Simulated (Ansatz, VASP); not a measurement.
## One calculation of BAs, two programs

```
As B
1.0
     0.00000    2.35622    2.35622
     2.35622    0.00000    2.35622
     2.35622    2.35622    0.00000
As B
1 1
Direct
  0.75000 0.75000 0.75000
  0.00000 0.00000 0.00000
```

Change from the starting cell: volume scaled by 0.96.

Alike in both runs: task single point; functional PBE; k mesh 10 × 10 × 10; occupations fermi-dirac, width 0.05 eV; no spin polarisation.

```csv
,VASP,Ansatz
version,VASP 6.6.1,Ansatz 0.2.0
potentials or method,"VASP PAW PBE potentials, release 64 (As, B)",Ansatz PAW
plane-wave cutoff (eV),520,420
valence electrons in the cell,8,18
```

|  | VASP | Ansatz | Ansatz less VASP |
| --- | --- | --- | --- |
| gap on the k mesh at the Fermi level (eV) | 1.13 | 1.14 | +0.010 |
| least direct gap on the mesh (eV) | 3.33 | 3.33 | +0.004 |
| pressure (GPa) | 9.9 | 9.1 | -0.81 |

The functional is the same, so the differences come from potentials, cutoffs and numerics. The two sets of potentials don't hold the same shells in valence.

A k mesh can miss the band edges.
